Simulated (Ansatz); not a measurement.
**GaN: normal modes and further scans**

Aim: for GaN, get the zone-centre phonons and freeze in mode 4 at growing amplitude.

Computed with Ansatz 0.2.0 (DFT r2SCAN, scalar-relativistic, plane waves, PAW, unless a step's input says otherwise).

1 further run of the same task is left out (set aside as unsound or not needed). Runs told in other sessions of the task aren't counted.

## Step 1: The structure to begin with

Symmetry: F-43m, No. 216, cubic system. The conventional cell has a = 4.498 Å, b = 4.498 Å, c = 4.498 Å, α = 90.00°, β = 90.00°, γ = 90.00°. Around Ga (site symmetry -43m) lie 4 N at 1.95 Å. Around N (site symmetry -43m) lie 4 Ga at 1.95 Å.

Coordinates:

```
CELL_PARAMETERS angstrom
0.00000 2.24894 2.24894
2.24894 0.00000 2.24894
2.24894 2.24894 0.00000
ATOMIC_POSITIONS crystal
Ga 0.00000 0.00000 0.00000
N 0.75000 0.75000 0.75000
```

It goes back to an entry of the Materials Project.

It is the result of an earlier relaxation at this level (volume 11.37 Å³/atom; gap on the mesh: 2.17 eV).

## Step 2: The reference cell

The reference gives a free energy of -4176.3731 eV, pressure 0.00 GPa, largest force 0.000 eV/Å and gap on the mesh 2.17 eV. It was computed beforehand with the settings of the runs below.

## Step 3: Normal modes

File input.yaml:

```yaml
crystal:
  lattice:
    - [0.0, 2.2489367689, 2.2489367689]
    - [2.2489367689, 0.0, 2.2489367689]
    - [2.2489367689, 2.2489367689, 0.0]
  atoms:
    - { symbol: Ga, position: [0.0, 0.0, 0.0] }
    - { symbol: "N", position: [0.75, 0.75, 0.75] }
basis:
  ecutwfc: 500
kpoints:
  mp_grid: { grid: [10, 10, 10] }
hamiltonian:
  xc: r2scan
scf:
  occupations: { method: gaussian, width: 0.05 }
output:
  eigenvalues: true
phonons:
  method: fd
  supercell: [1, 1, 1]
  amplitude: 0.02
  eigenvectors: true
  dielectric: false
```

Launch:

```console
$ ansatz run input.yaml --threads 2 --pin off --max-ram 5120MiB --backend cpu --events-out ev --progress --plain --runs-dir out
```

The program printed, shortened:

```text
Warning: RAYON_NUM_THREADS=2 ignored (pool sized by the plan → 2); use --threads N
[...]
Pseudopotentials: kind: paw
Pseudopotential: Ga, paw, valence charge 13, recommended cutoff 500 eV (meta_gga), Ga.paw.azcp
Pseudopotential: N, paw, valence charge 5, recommended cutoff 500 eV (meta_gga), N.paw.azcp
Functional definition: r2SCAN
[...]
Crystal: 2 atoms, lattice volume = 22.749 Å³
Basis set: ecut = 500 eV, 561 PW (Γ), exchange–correlation on 120×120×120 points (125 copies of the dense FFT grid, shifted against one another)
Bands: 13, of which v1, the nominal top of the filled ones, is band 9 counted from 1 (8 counted from 0)
Symmetry: 24 space group operations
k-points: 47 of 1000 (time reversal used)
[...]
SCF iter   1: F=—  HF=-4176.341323 eV  |F-HF|=—  |Δ(HF+E_count)|=         —  Δρ=1.24e-2  dr2=1.34e-2  dr2_τ=9.53e-2  ethr=1.77e-3  ⟨swp⟩=4.9  Hψ=3116  notcnv=0
[...]
Symmetry: 4 space group operations
[...]
SCF iter   7: F=-4176.370536 eV  HF=-4176.370536 eV  |F-HF|=1.15e-10  |Δ(HF+E_count)|=  4.80e-10  Δρ=8.60e-7  dr2=7.52e-11  dr2_τ=5.92e-12  ethr=1.00e-12  ⟨swp⟩=2.5  Hψ=8484  notcnv=0
[...]
SCF converged after 2 iterations
Free energy (F): -4176.373095 eV
[...]
E sigma→0 (E₀):  -4176.373095 eV
Fermi energy:    10.551495 eV
[...]
--- Forces (eV/Å), atoms counted from 1 ---
  atom   1  Ga    -0.00000000     0.00000000     0.00000000
  atom   2  N      0.00000000    -0.00000000     0.00000000
[...]
--- Band table (eV; the first three rows and the last of 47) ---
  k-point 0: bands = ["-7.3145", "-4.4296", "-4.4296", "-4.4296", "-4.0811", "-4.0811", "9.4667", "9.4667", "9.4667", "11.6350", "20.5296", "20.5296", "20.5296"]
[...]
--- Phonons: 2 displaced members + reference (amplitude 0.02 Å, Σ member SCF iterations 14) ---
  symmetry images taken by strict's conditions (phonons.symmetry_images: auto; settled by no image being taken that strict refuses)
  ASR residual: 3.587e-4 → 0.000e0 eV/Å²; symmetrization residual: 3.340e-4 eV/Å²
  largest component of a force at the reference: 2.0e-16 eV/Å
  ASR residual per site (eV/Å²): 3.59e-4 3.19e-4
  Γ frequencies (cm⁻¹): 0.00 0.00 0.00 546.07 546.07 546.07
  density of states and harmonic sums: on the 24×24×24 q-mesh, interpolated from the force constants of a 1×1×1 supercell (no non-analytic term)
  largest difference from the sums on the solved wave vectors: F 3.64e-1 eV, S 6.22e-4 and C_V 2.58e-4 eV/K
[...]
```

Wall time 11 s (2 threads of Intel Xeon Platinum 8375C at 2.90GHz (Ice Lake), shared host); peak memory 0.57 GiB.

Wavenumbers in cm⁻¹, from the file of eigenvectors (i: imaginary; no LO–TO term): 1: 0, 2: 0, 3: 0, 4: 546, 5: 546, 6: 546. Three modes near zero are the rigid translations.

## Step 4: Setting up freezing in a mode

Mode 4 of the phonon run on this cell, counted from the lowest, is frozen in: each atom moves by x times its row below, so x is the largest displacement.

```
atom     ux      uy     uz
 Ga1  0.000  -0.201  0.000
  N2  0.000   1.000  0.000
```

## Step 5: Point x = -0.120 Å

File input.yaml:

```yaml
crystal:
  lattice:
    - [0.0, 2.2489367689, 2.2489367689]
    - [2.2489367689, 0.0, 2.2489367689]
    - [2.2489367689, 2.2489367689, 0.0]
  atoms:
    - { symbol: Ga, position: [0.0053597319, -0.0053597319, 0.0053597319] }
    - { symbol: "N", position: [0.7233207261, 0.7766792739, 0.7233207261] }
basis:
  ecutwfc: 500
kpoints:
  mp_grid: { grid: [10, 10, 10] }
hamiltonian:
  xc: r2scan
scf:
  occupations: { method: gaussian, width: 0.05 }
output:
  forces: true
  stress: true
  eigenvalues: true
```

Launch:

```console
$ ansatz run input.yaml --threads 2 --pin off --max-ram 5120MiB --backend cpu --events-out ev --progress --plain --runs-dir out
```

The program printed, shortened:

```text
Warning: RAYON_NUM_THREADS=2 ignored (pool sized by the plan → 2); use --threads N
[...]
[... 4 set-up lines as earlier in the session ...]
[...]
Crystal: 2 atoms, lattice volume = 22.749 Å³
Basis set: ecut = 500 eV, 561 PW (Γ), exchange–correlation on 96×96×96 points (64 copies of the dense FFT grid, shifted against one another)
Bands: 13, of which v1, the nominal top of the filled ones, is band 9 counted from 1 (8 counted from 0)
[... 1 set-up line as earlier in the session ...]
Space group: Imm2 (ITA 44), of the structure as read, at distance tolerance 2.8e-5 Å
k-points: 171 of 1000 (time reversal used)
[...]
SCF iter   1: F=—  HF=-4176.210441 eV  |F-HF|=—  |Δ(HF+E_count)|=         —  Δρ=1.25e-2  dr2=1.37e-2  dr2_τ=9.84e-2  ethr=1.77e-3  ⟨swp⟩=4.8  Hψ=11309  notcnv=0
[...]
SCF iter   8: F=-4176.242016 eV  HF=-4176.242016 eV  |F-HF|=1.49e-8  |Δ(HF+E_count)|=   8.73e-8  Δρ=1.02e-5  dr2=2.39e-8  dr2_τ=2.12e-10  ethr=5.56e-10  ⟨swp⟩=2.9  Hψ=7798  notcnv=0
[...]
SCF converged after 8 iterations
Free energy (F): -4176.242016 eV
[...]
E sigma→0 (E₀):  -4176.242016 eV
Fermi energy:    10.661215 eV
[...]
--- Forces (eV/Å), atoms counted from 1 ---
  atom   1  Ga    -0.00000000    -1.79453439    -0.00000000
  atom   2  N      0.00000000     1.79454492     0.00000000
[...]
--- Stress (GPa, compression-positive) ---
        3.130590       0.000000      -8.671021
        0.000000       0.198432       0.000000
       -8.671021       0.000000       3.130590
  P = ⅓ Tr σ = 2.1532 GPa (21.532 kbar)
--- Band table (eV; the first three rows and the last of 171) ---
  k-point 0: bands = ["-7.3871", "-4.5172", "-4.4214", "-4.4137", "-4.1281", "-4.1145", "9.1172", "9.5270", "9.6813", "11.6411", "20.4156", "20.5296", "20.8609"]
[...]
```

It took 4.9 s on 2 threads of Intel Xeon Platinum 8375C at 2.90GHz (Ice Lake), shared host; peak memory 0.5 GiB.

## Step 6: x = 0.090 Å

Changes to input.yaml since step 5:

```diff
@@ -6,4 +6,4 @@
   atoms:
-    - { symbol: Ga, position: [0.0053597319, -0.0053597319, 0.0053597319] }
-    - { symbol: "N", position: [0.7233207261, 0.7766792739, 0.7233207261] }
+    - { symbol: Ga, position: [-0.0040197989, 0.0040197989, -0.0040197989] }
+    - { symbol: "N", position: [0.7700094554, 0.7299905446, 0.7700094554] }
 basis:
```

Launch:

```console
$ ansatz run input.yaml --threads 2 --pin off --max-ram 5120MiB --backend cpu --events-out ev --progress --plain --runs-dir out
```

The program printed, shortened:

```text
Warning: RAYON_NUM_THREADS=2 ignored (pool sized by the plan → 2); use --threads N
[...]
[... 4 set-up lines as earlier in the session ...]
[...]
Crystal: 2 atoms, lattice volume = 22.749 Å³
Basis set: ecut = 500 eV, 561 PW (Γ), exchange–correlation on 96×96×96 points (64 copies of the dense FFT grid, shifted against one another)
Bands: 13, of which v1, the nominal top of the filled ones, is band 9 counted from 1 (8 counted from 0)
[... 2 set-up lines as earlier in the session ...]
k-points: 171 of 1000 (time reversal used)
[...]
SCF iter   1: F=—  HF=-4176.267260 eV  |F-HF|=—  |Δ(HF+E_count)|=         —  Δρ=1.25e-2  dr2=1.36e-2  dr2_τ=9.71e-2  ethr=1.77e-3  ⟨swp⟩=4.8  Hψ=11295  notcnv=0
[...]
SCF iter   8: F=-4176.298928 eV  HF=-4176.298928 eV  |F-HF|=1.46e-8  |Δ(HF+E_count)|=   9.02e-8  Δρ=1.01e-5  dr2=2.34e-8  dr2_τ=1.95e-10  ethr=5.56e-10  ⟨swp⟩=2.9  Hψ=7796  notcnv=0
[...]
SCF converged after 8 iterations
Free energy (F): -4176.298928 eV
[...]
E sigma→0 (E₀):  -4176.298928 eV
Fermi energy:    10.639513 eV
[...]
--- Forces (eV/Å), atoms counted from 1 ---
  atom   1  Ga    -0.00000000     1.36209436     0.00000000
  atom   2  N      0.00000000    -1.36209807     0.00000000
[...]
--- Stress (GPa, compression-positive) ---
        1.770041       0.000000       6.461806
        0.000000       0.115354       0.000000
        6.461806       0.000000       1.770041
  P = ⅓ Tr σ = 1.2185 GPa (12.185 kbar)
--- Band table (eV; the first three rows and the last of 171) ---
  k-point 0: bands = ["-7.3555", "-4.4883", "-4.4206", "-4.4159", "-4.1078", "-4.0999", "9.2164", "9.5013", "9.6407", "11.6383", "20.4225", "20.5293", "20.7595"]
[...]
```

Run time: 4.8 s. Hardware: 2 threads of Intel Xeon Platinum 8375C at 2.90GHz (Ice Lake), shared host; peak memory 0.49 GiB.

## Step 7: At x = -0.060 Å

Changes to input.yaml since step 6:

```diff
@@ -6,4 +6,4 @@
   atoms:
-    - { symbol: Ga, position: [-0.0040197989, 0.0040197989, -0.0040197989] }
-    - { symbol: "N", position: [0.7700094554, 0.7299905446, 0.7700094554] }
+    - { symbol: Ga, position: [0.002679866, -0.002679866, 0.002679866] }
+    - { symbol: "N", position: [0.7366603631, 0.7633396369, 0.7366603631] }
 basis:
```

Launch:

```console
$ ansatz run input.yaml --threads 2 --pin off --max-ram 5120MiB --backend cpu --events-out ev --progress --plain --runs-dir out
```

The program printed, shortened:

```text
[...]
SCF converged after 8 iterations
Free energy (F): -4176.339996 eV
[...]
E sigma→0 (E₀):  -4176.339996 eV
Fermi energy:    10.613893 eV
[...]
--- Forces (eV/Å), atoms counted from 1 ---
  atom   1  Ga    -0.00000000    -0.91580053     0.00000000
  atom   2  N      0.00000000     0.91580338     0.00000000
[...]
--- Stress (GPa, compression-positive) ---
        0.790068       0.000000      -4.287545
       -0.000000       0.052994       0.000000
       -4.287545       0.000000       0.790068
  P = ⅓ Tr σ = 0.5444 GPa (5.444 kbar)
--- Band table (eV; the first three rows and the last of 171) ---
  k-point 0: bands = ["-7.3328", "-4.4639", "-4.4256", "-4.4153", "-4.0930", "-4.0895", "9.3079", "9.4822", "9.5914", "11.6364", "20.4440", "20.5294", "20.6700"]
[...]
```

It took 5 s on 2 threads of Intel Xeon Platinum 8375C at 2.90GHz (Ice Lake), shared host; peak memory 0.49 GiB.

## Step 8: Point x = 0.030 Å

Changes to input.yaml since step 7:

```diff
@@ -6,4 +6,4 @@
   atoms:
-    - { symbol: Ga, position: [0.002679866, -0.002679866, 0.002679866] }
-    - { symbol: "N", position: [0.7366603631, 0.7633396369, 0.7366603631] }
+    - { symbol: Ga, position: [-0.001339933, 0.001339933, -0.001339933] }
+    - { symbol: "N", position: [0.7566698185, 0.7433301815, 0.7566698185] }
 basis:
```

Launch:

```console
$ ansatz run input.yaml --threads 2 --pin off --max-ram 5120MiB --backend cpu --events-out ev --progress --plain --runs-dir out
```

The program printed, shortened:

```text
Warning: RAYON_NUM_THREADS=2 ignored (pool sized by the plan → 2); use --threads N
[...]
[... 4 set-up lines as earlier in the session ...]
[...]
Crystal: 2 atoms, lattice volume = 22.749 Å³
Basis set: ecut = 500 eV, 561 PW (Γ), exchange–correlation on 96×96×96 points (64 copies of the dense FFT grid, shifted against one another)
Bands: 13, of which v1, the nominal top of the filled ones, is band 9 counted from 1 (8 counted from 0)
[... 2 set-up lines as earlier in the session ...]
k-points: 171 of 1000 (time reversal used)
[...]
SCF iter   1: F=—  HF=-4176.333054 eV  |F-HF|=—  |Δ(HF+E_count)|=         —  Δρ=1.24e-2  dr2=1.34e-2  dr2_τ=9.55e-2  ethr=1.77e-3  ⟨swp⟩=4.8  Hψ=11241  notcnv=0
[...]
SCF iter   8: F=-4176.364805 eV  HF=-4176.364805 eV  |F-HF|=1.47e-8  |Δ(HF+E_count)|=   9.41e-8  Δρ=1.01e-5  dr2=2.35e-8  dr2_τ=1.85e-10  ethr=5.56e-10  ⟨swp⟩=2.9  Hψ=7818  notcnv=0
[...]
SCF converged after 8 iterations
Free energy (F): -4176.364805 eV
[...]
E sigma→0 (E₀):  -4176.364805 eV
Fermi energy:    10.584301 eV
[...]
--- Forces (eV/Å), atoms counted from 1 ---
  atom   1  Ga    -0.00000000     0.46022706     0.00000000
  atom   2  N      0.00000000    -0.46023432     0.00000000
[...]
--- Stress (GPa, compression-positive) ---
        0.198862      -0.000000       2.137541
       -0.000000       0.014349       0.000000
        2.137541       0.000000       0.198862
  P = ⅓ Tr σ = 0.1374 GPa (1.374 kbar)
--- Band table (eV; the first three rows and the last of 171) ---
  k-point 0: bands = ["-7.3191", "-4.4443", "-4.4286", "-4.4199", "-4.0841", "-4.0832", "9.3913", "9.4705", "9.5333", "11.6353", "20.4798", "20.5295", "20.5932"]
[...]
```

It took 4.6 s on 2 threads of Intel Xeon Platinum 8375C at 2.90GHz (Ice Lake), shared host; peak memory 0.48 GiB.

## Step 9: Point x = 0.105 Å

Changes to input.yaml since step 8:

```diff
@@ -6,4 +6,4 @@
   atoms:
-    - { symbol: Ga, position: [-0.001339933, 0.001339933, -0.001339933] }
-    - { symbol: "N", position: [0.7566698185, 0.7433301815, 0.7566698185] }
+    - { symbol: Ga, position: [-0.0046897654, 0.0046897654, -0.0046897654] }
+    - { symbol: "N", position: [0.7733443646, 0.7266556354, 0.7733443646] }
 basis:
```

Launch:

```console
$ ansatz run input.yaml --threads 2 --pin off --max-ram 5120MiB --backend cpu --events-out ev --progress --plain --runs-dir out
```

The program printed, shortened:

```text
Warning: RAYON_NUM_THREADS=2 ignored (pool sized by the plan → 2); use --threads N
[...]
[... 4 set-up lines as earlier in the session ...]
[...]
Crystal: 2 atoms, lattice volume = 22.749 Å³
Basis set: ecut = 500 eV, 561 PW (Γ), exchange–correlation on 96×96×96 points (64 copies of the dense FFT grid, shifted against one another)
Bands: 13, of which v1, the nominal top of the filled ones, is band 9 counted from 1 (8 counted from 0)
[... 2 set-up lines as earlier in the session ...]
k-points: 171 of 1000 (time reversal used)
[...]
SCF iter   1: F=—  HF=-4176.240793 eV  |F-HF|=—  |Δ(HF+E_count)|=         —  Δρ=1.25e-2  dr2=1.36e-2  dr2_τ=9.77e-2  ethr=1.77e-3  ⟨swp⟩=4.8  Hψ=11287  notcnv=0
[...]
SCF iter   8: F=-4176.272420 eV  HF=-4176.272420 eV  |F-HF|=1.48e-8  |Δ(HF+E_count)|=   8.94e-8  Δρ=1.01e-5  dr2=2.38e-8  dr2_τ=2.03e-10  ethr=5.56e-10  ⟨swp⟩=2.9  Hψ=7844  notcnv=0
[...]
SCF converged after 8 iterations
Free energy (F): -4176.272420 eV
[...]
E sigma→0 (E₀):  -4176.272420 eV
Fermi energy:    10.650849 eV
[...]
--- Forces (eV/Å), atoms counted from 1 ---
  atom   1  Ga    -0.00000000     1.58032891     0.00000000
  atom   2  N      0.00000000    -1.58033684     0.00000000
[...]
--- Stress (GPa, compression-positive) ---
        2.403378      -0.000000       7.561455
        0.000000       0.154520       0.000000
        7.561455       0.000000       2.403378
  P = ⅓ Tr σ = 1.6538 GPa (16.538 kbar)
--- Band table (eV; the first three rows and the last of 171) ---
  k-point 0: bands = ["-7.3702", "-4.5022", "-4.4180", "-4.4174", "-4.1172", "-4.1067", "9.1678", "9.5134", "9.6621", "11.6396", "20.4173", "20.5294", "20.8088"]
[...]
```

Wall time 5 s (2 threads of Intel Xeon Platinum 8375C at 2.90GHz (Ice Lake), shared host); peak memory 0.48 GiB.

## Step 10: At x = 0.075 Å

Changes to input.yaml since step 9:

```diff
@@ -6,4 +6,4 @@
   atoms:
-    - { symbol: Ga, position: [-0.0046897654, 0.0046897654, -0.0046897654] }
-    - { symbol: "N", position: [0.7733443646, 0.7266556354, 0.7733443646] }
+    - { symbol: Ga, position: [-0.0033498325, 0.0033498325, -0.0033498325] }
+    - { symbol: "N", position: [0.7666745462, 0.7333254538, 0.7666745462] }
 basis:
```

Launch:

```console
$ ansatz run input.yaml --threads 2 --pin off --max-ram 5120MiB --backend cpu --events-out ev --progress --plain --runs-dir out
```

The program printed, shortened:

```text
Warning: RAYON_NUM_THREADS=2 ignored (pool sized by the plan → 2); use --threads N
[...]
[... 4 set-up lines as earlier in the session ...]
[...]
Crystal: 2 atoms, lattice volume = 22.749 Å³
Basis set: ecut = 500 eV, 561 PW (Γ), exchange–correlation on 96×96×96 points (64 copies of the dense FFT grid, shifted against one another)
Bands: 13, of which v1, the nominal top of the filled ones, is band 9 counted from 1 (8 counted from 0)
[... 2 set-up lines as earlier in the session ...]
k-points: 171 of 1000 (time reversal used)
[...]
SCF iter   1: F=—  HF=-4176.289777 eV  |F-HF|=—  |Δ(HF+E_count)|=         —  Δρ=1.24e-2  dr2=1.35e-2  dr2_τ=9.65e-2  ethr=1.77e-3  ⟨swp⟩=4.8  Hψ=11285  notcnv=0
[...]
SCF iter   8: F=-4176.321472 eV  HF=-4176.321472 eV  |F-HF|=1.47e-8  |Δ(HF+E_count)|=   9.15e-8  Δρ=1.01e-5  dr2=2.35e-8  dr2_τ=1.93e-10  ethr=5.56e-10  ⟨swp⟩=2.9  Hψ=7852  notcnv=0
[...]
SCF converged after 8 iterations
Free energy (F): -4176.321472 eV
[...]
E sigma→0 (E₀):  -4176.321472 eV
Fermi energy:    10.627197 eV
[...]
--- Forces (eV/Å), atoms counted from 1 ---
  atom   1  Ga    -0.00000000     1.14039462    -0.00000000
  atom   2  N      0.00000000    -1.14040452     0.00000000
[...]
--- Stress (GPa, compression-positive) ---
        1.231867       0.000000       5.370932
       -0.000000       0.081349       0.000000
        5.370932       0.000000       1.231867
  P = ⅓ Tr σ = 0.8484 GPa (8.484 kbar)
--- Band table (eV; the first three rows and the last of 171) ---
  k-point 0: bands = ["-7.3430", "-4.4756", "-4.4234", "-4.4150", "-4.0997", "-4.0942", "9.2631", "9.4908", "9.6171", "11.6373", "20.4314", "20.5293", "20.7132"]
[...]
```

It took 5.1 s on 2 threads of Intel Xeon Platinum 8375C at 2.90GHz (Ice Lake), shared host; peak memory 0.49 GiB.

## Step 11: At x = 0.045 Å

Changes to input.yaml since step 10:

```diff
@@ -6,4 +6,4 @@
   atoms:
-    - { symbol: Ga, position: [-0.0033498325, 0.0033498325, -0.0033498325] }
-    - { symbol: "N", position: [0.7666745462, 0.7333254538, 0.7666745462] }
+    - { symbol: Ga, position: [-0.0020098995, 0.0020098995, -0.0020098995] }
+    - { symbol: "N", position: [0.7600047277, 0.7399952723, 0.7600047277] }
 basis:
```

Launch:

```console
$ ansatz run input.yaml --threads 2 --pin off --max-ram 5120MiB --backend cpu --events-out ev --progress --plain --runs-dir out
```

The program printed, shortened:

```text
[...]
SCF converged after 8 iterations
Free energy (F): -4176.354453 eV
[...]
E sigma→0 (E₀):  -4176.354453 eV
Fermi energy:    10.599593 eV
[...]
--- Forces (eV/Å), atoms counted from 1 ---
  atom   1  Ga    -0.00000000     0.68888553     0.00000000
  atom   2  N      0.00000000    -0.68888770    -0.00000000
[...]
--- Stress (GPa, compression-positive) ---
        0.445515      -0.000000       3.210221
        0.000000       0.030587       0.000000
        3.210221       0.000000       0.445515
  P = ⅓ Tr σ = 0.3072 GPa (3.072 kbar)
--- Band table (eV; the first three rows and the last of 171) ---
  k-point 0: bands = ["-7.3248", "-4.4535", "-4.4273", "-4.4170", "-4.0878", "-4.0858", "9.3506", "9.4754", "9.5634", "11.6358", "20.4601", "20.5295", "20.6300"]
[...]
```

Wall time 4.7 s (2 threads of Intel Xeon Platinum 8375C at 2.90GHz (Ice Lake), shared host); peak memory 0.46 GiB.

## Step 12: x = 0.015 Å

Changes to input.yaml since step 11:

```diff
@@ -6,4 +6,4 @@
   atoms:
-    - { symbol: Ga, position: [-0.0020098995, 0.0020098995, -0.0020098995] }
-    - { symbol: "N", position: [0.7600047277, 0.7399952723, 0.7600047277] }
+    - { symbol: Ga, position: [-0.0006699665, 0.0006699665, -0.0006699665] }
+    - { symbol: "N", position: [0.7533349092, 0.7466650908, 0.7533349092] }
 basis:
```

Launch:

```console
$ ansatz run input.yaml --threads 2 --pin off --max-ram 5120MiB --backend cpu --events-out ev --progress --plain --runs-dir out
```

The program printed, shortened:

```text
[...]
SCF converged after 8 iterations
Free energy (F): -4176.371027 eV
[...]
E sigma→0 (E₀):  -4176.371027 eV
Fermi energy:    10.568021 eV
[...]
--- Forces (eV/Å), atoms counted from 1 ---
  atom   1  Ga    -0.00000000     0.23040491     0.00000000
  atom   2  N      0.00000000    -0.23040229     0.00000000
[...]
--- Stress (GPa, compression-positive) ---
        0.050688       0.000000       1.067997
        0.000000       0.004546       0.000000
        1.067997       0.000000       0.050688
  P = ⅓ Tr σ = 0.0353 GPa (0.353 kbar)
--- Band table (eV; the first three rows and the last of 171) ---
  k-point 0: bands = ["-7.3157", "-4.4363", "-4.4293", "-4.4241", "-4.0818", "-4.0816", "9.4300", "9.4675", "9.5010", "11.6351", "20.5029", "20.5296", "20.5597"]
[...]
```

Run time: 6 s. Hardware: 2 threads of Intel Xeon Platinum 8375C at 2.90GHz (Ice Lake), shared host; peak memory 0.49 GiB.

## Step 13: All points together

Collected from the runs (energy zero: the undisturbed cell):

```tsv
x (Å)	ΔE (meV/cell)	force along the mode (eV/Å)	pressure (GPa)	gap on the mesh (eV)
-0.120	131.1	2.155	2.2	1.96
-0.060	33.1	1.100	0.5	2.05
0.000	0.0	0.000	0.0	2.17
0.015	2.1	-0.277	0.0	2.13
0.030	8.3	-0.553	0.1	2.10
0.045	18.6	-0.827	0.3	2.07
0.075	51.6	-1.369	0.8	2.02
0.090	74.2	-1.636	1.2	2.00
0.105	100.7	-1.898	1.7	1.98
```

Not run, since symmetry makes them alike: 0.120 repeats -0.120, -0.090 repeats 0.090, 0.060 repeats -0.060, -0.030 repeats 0.030. Energy, pressure and gap are the same there.

## Step 14: Outcome

```
                                                               quantity                 value
                                                                  modes  6 from 0 to 546 cm⁻¹
                   harmonic wavenumber of the mode (freezing in a mode)              546 cm⁻¹
the same from the force at an amplitude of 0.015 Å (freezing in a mode)              546 cm⁻¹
```

Normal modes: no mode of this cell is imaginary beyond 10 cm⁻¹; other wave vectors were not probed. Freezing in a mode: the force at the smallest amplitude gives 546 cm⁻¹ against 546 cm⁻¹ from the phonon run, so the curve is close to a parabola there. The undisturbed cell stays the lowest of the sampled points. The gap on the mesh stays between 1.96 and 2.17 eV.
